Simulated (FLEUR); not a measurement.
# InPd (Pm-3m) in FLEUR: notebook, part 4 of 4

FLEUR MaX-R8.1 (later development tree). Earlier steps stand in the parts before.

**6. Band structure, PBEsol**

Changes to inp.xml since step 5:

```diff
@@ -26,5 +26,5 @@
          <bravaisMatrix>
-            <row-1>    6.2843442645231962     0.0000000000000000     0.0000000000000000</row-1>
-            <row-2>    0.0000000000000000     6.2843442645231962     0.0000000000000000</row-2>
-            <row-3>    0.0000000000000000     0.0000000000000000     6.2843442645231962</row-3>
+            <row-1>    6.1829661454471232     0.0000000000000000     0.0000000000000000</row-1>
+            <row-2>    0.0000000000000000     6.1829661454471232     0.0000000000000000</row-2>
+            <row-3>    0.0000000000000000     0.0000000000000000     6.1829661454471232</row-3>
          </bravaisMatrix>
@@ -34,4 +34,4 @@
       <species name="Indium (In)" element="In" atomicNumber="49">
-         <mtSphere radius="2.16" gridPoints="791" logIncrement="0.016"/>
-         <atomicCutoffs lmax="10" lnonsphr="10"/>
+         <mtSphere radius="2.16" gridPoints="777" logIncrement="0.017"/>
+         <atomicCutoffs lmax="9" lnonsphr="9"/>
          <electronConfig flipSpins="F">
@@ -50,3 +50,3 @@
       <species name="Palladium (Pd)" element="Pd" atomicNumber="46">
-         <mtSphere radius="2.4" gridPoints="877" logIncrement="0.015"/>
+         <mtSphere radius="2.4" gridPoints="863" logIncrement="0.015"/>
          <atomicCutoffs lmax="10" lnonsphr="10"/>
```

File crystal.txt:

```
InPd
&input cartesian=F /
3.2718847800  0.0000000000  0.0000000000
0.0000000000  3.2718847800  0.0000000000
0.0000000000  0.0000000000  3.2718847800
1.8897261246
1.0 1.0 1.0

2
49 0.0000000000  0.0000000000  0.0000000000
46 0.5000000000  0.5000000000  0.5000000000

&kpt div1=8 div2=8 div3=8 gamma=T /
```

Changes to inp.xml (bands) since step 5:

```diff
@@ -26,5 +26,5 @@
          <bravaisMatrix>
-            <row-1>    6.2843442645231962     0.0000000000000000     0.0000000000000000</row-1>
-            <row-2>    0.0000000000000000     6.2843442645231962     0.0000000000000000</row-2>
-            <row-3>    0.0000000000000000     0.0000000000000000     6.2843442645231962</row-3>
+            <row-1>    6.1829661454471232     0.0000000000000000     0.0000000000000000</row-1>
+            <row-2>    0.0000000000000000     6.1829661454471232     0.0000000000000000</row-2>
+            <row-3>    0.0000000000000000     0.0000000000000000     6.1829661454471232</row-3>
          </bravaisMatrix>
@@ -34,4 +34,4 @@
       <species name="Indium (In)" element="In" atomicNumber="49">
-         <mtSphere radius="2.16" gridPoints="791" logIncrement="0.016"/>
-         <atomicCutoffs lmax="10" lnonsphr="10"/>
+         <mtSphere radius="2.16" gridPoints="777" logIncrement="0.017"/>
+         <atomicCutoffs lmax="9" lnonsphr="9"/>
          <electronConfig flipSpins="F">
@@ -50,3 +50,3 @@
       <species name="Palladium (Pd)" element="Pd" atomicNumber="46">
-         <mtSphere radius="2.4" gridPoints="877" logIncrement="0.015"/>
+         <mtSphere radius="2.4" gridPoints="863" logIncrement="0.015"/>
          <atomicCutoffs lmax="10" lnonsphr="10"/>
```

Potentials or basis: all-electron, FLAPW.

On the command line:

```sh
$ inpgen -f crystal.txt -profile fastHighL
$ # inp.xml edited to the form shown
$ fleur_MPI
$ fleur_MPI   # second run, on inp.xml (bands)
```

The program printed:

```text
Welcome to FLEUR        (www.flapw.de)
      MaX-Release 8.1          (www.max-centre.eu)

 ========== k-point set info ==========
 Selected k-point list: default-1
 k-point list type: mesh
 8 x 8 x 8
 Number of k points: 35

 ------------Calculation Setup---------------------------
 Number of MPI-tasks      :            1
 Number of PE/node        :            1
 Number of OMP-threads    :            1
 Most efficient MPI parallelization for:
           1           5           7          35
 Additional eigenvalue parallelization possible
 Number of basis functions:          454
 Approximate size of matrices (H+S) per k-point:         0.003 GB
 --------------------------------------------------------
 Iteration:     1   Distance:       7.70505277 me/bohr^3
 Iteration:     2   Distance:       6.89398902 me/bohr^3
 Iteration:     3   Distance:       3.39053301 me/bohr^3
 Iteration:     4   Distance:       1.80434544 me/bohr^3
 Iteration:     5   Distance:       0.70545918 me/bohr^3
 Iteration:     6   Distance:       0.30040583 me/bohr^3
 Iteration:     7   Distance:       0.07842596 me/bohr^3
 Iteration:     8   Distance:       0.07855122 me/bohr^3
 Iteration:     9   Distance:       0.01151657 me/bohr^3
 Iteration:    10   Distance:       0.02090767 me/bohr^3
 Iteration:    11   Distance:       0.00100939 me/bohr^3
 Iteration:    12   Distance:       0.00173503 me/bohr^3
 Iteration:    13   Distance:       0.00019810 me/bohr^3
 Iteration:    14   Distance:       0.00000788 me/bohr^3

 ********************************************************************
 Run finished successfully
 Stop message:
   all done
 ********************************************************************
```

output (bands):

```text
Welcome to FLEUR        (www.flapw.de)
      MaX-Release 8.1          (www.max-centre.eu)

 ========== k-point set info ==========
 Selected k-point list: path-1
 k-point list type: path
 Number of k points: 60

 ------------Calculation Setup---------------------------
 Number of MPI-tasks      :            1
 Number of PE/node        :            1
 Number of OMP-threads    :            1
 Most efficient MPI parallelization for:
           1           2           3           4           5           6          10          12          15          20          30          60
 Additional eigenvalue parallelization possible
 Number of basis functions:          456
 Approximate size of matrices (H+S) per k-point:         0.003 GB
 --------------------------------------------------------
 Fermi energy correction for metals:
 Fermi energy in bands.* files may not be consistent with last density.
 Please correct it manually (e.g. in band.gnu file).

 Note: Band structure data (together with different weights) is also stored in the banddos.hdf file.
       A convenient way of extracting and plotting the data from that file is by making use of the

 ********************************************************************
 Run finished successfully
 Stop message:
   Charge density postprocessing done.
 ********************************************************************
```

out.xml (last iteration):

```text
<iteration numberForCurrentRun="   14" overallNumber="   14">
         <energyParameters units="Htr">
            <atomicEP atomType="1" spin="1" branch="5s" branchLowest="-3.80" branchHighest="2.08" value="0.0999743123"/>
            <atomicEP atomType="1" spin="1" branch="5p" branchLowest="-2.25" branchHighest="2.93" value="0.2534316183"/>
            <atomicEP atomType="1" spin="1" branch="4d" branchLowest="-15.31" branchHighest="0.06" value="-0.1017906746"/>
            <atomicEP atomType="1" spin="1" branch="4f" branchLowest="-9.99" branchHighest="2.52" value="0.5663365885"/>
            <loAtomicEP atomType="1" spin="1" branch="4s" branchLowest="-28.35" branchHighest="-3.80" value="-3.8102601452"/>
            <loAtomicEP atomType="1" spin="1" branch="4p" branchLowest="-23.24" branchHighest="-2.25" value="-2.2932462932"/>
            <loAtomicEP atomType="1" spin="1" branch="4p" branchLowest="-23.24" branchHighest="-2.25" value="-2.2932462932"/>
            <loAtomicEP atomType="1" spin="1" branch="4d" branchLowest="-15.31" branchHighest="0.06" value="-0.1119914526"/>
            <loAtomicEP atomType="1" spin="1" branch="4f" branchLowest="-9.99" branchHighest="2.52" value="0.5663384141"/>
[... 113 lines left out ...]
            <FockExchangeEnergyValence value="0.0000000000"/>
            <FockExchangeEnergyCore value="0.0000000000"/>
            <atomTypeDependentContributions atomType="1">
               <electronNucleiInteractionDifferentMTs value="7114.2560379430"/>
               <MadelungTerm value="-36.1286741906"/>
            </atomTypeDependentContributions>
            <atomTypeDependentContributions atomType="2">
               <electronNucleiInteractionDifferentMTs value="6103.1597606801"/>
               <MadelungTerm value="-22.5303244555"/>
            </atomTypeDependentContributions>
            <tkbTimesEntropy value="0.0003738756"/>
            <freeEnergy value="-10925.2539512854"/>
            <extrapolationTo0K value="-10925.2537643476"/>
         </totalEnergy>
         <densityConvergence units="me/bohr^3">
            <chargeDensity spin="1" distance="0.0000078786"/>
         </densityConvergence>
      </iteration>
```

It took 48 s on 1 thread of Arm Neoverse V2, shared host; peak memory 0.08 GiB.

What came out:

```yaml
Free_energy: -297291.3051 eV
Band_gap_along_the_path: none (metal or under the smearing width)
Valence_electrons_inside_the_program's_atomic_spheres: In 18.30; Pd 16.61 (radii In 2.16, Pd 2.4 bohr)
```

Levels at the corners of the path, in eV from the Fermi level:
| point | band 16 | band 17 | band 18 | band 19 | band 20 | band 21 | band 22 | band 23 |
| --- | --- | --- | --- | --- | --- | --- | --- | --- |
| Γ | -3.71 | -2.17 | -2.17 | -2.17 | 4.27 | 4.27 | 4.27 | 9.48 |
| X | -3.70 | -3.16 | -3.16 | -2.24 | -1.01 | 9.62 | 9.62 | 9.98 |
| M | -2.58 | -2.58 | -2.26 | -2.26 | -1.58 | 1.55 | 2.54 | 9.51 |
| Γ | -3.71 | -2.17 | -2.17 | -2.17 | 4.27 | 4.27 | 4.27 | 9.48 |
| R | -4.78 | -1.54 | -1.54 | -0.03 | 3.86 | 3.86 | 3.86 | 4.49 |
| X | -3.70 | -3.16 | -3.16 | -2.24 | -1.01 | 9.62 | 9.62 | 9.98 |
| M | -2.58 | -2.58 | -2.26 | -2.26 | -1.58 | 1.55 | 2.54 | 9.51 |
| R | -4.78 | -1.54 | -1.54 | -0.03 | 3.86 | 3.86 | 3.86 | 4.49 |

Core levels (eV from the Fermi level):
```
atom                                                                                                                             levels
1 In  1s1/2 -27718.1, 2s1/2 -4145.8, 2p1/2 -3866.5, 2p3/2 -3655.8, 3s1/2 -783.1, 3p1/2 -670.4, 3p3/2 -632.3, 3d3/2 -432.8, 3d5/2 -425.0
2 Pd  1s1/2 -24138.4, 2s1/2 -3523.2, 2p1/2 -3268.4, 2p3/2 -3109.2, 3s1/2 -634.4, 3p1/2 -533.9, 3p3/2 -506.1, 3d3/2 -328.0, 3d5/2 -322.4
```

Caveat: spin-orbit coupling is left out, which moves the levels of the heavy elements.
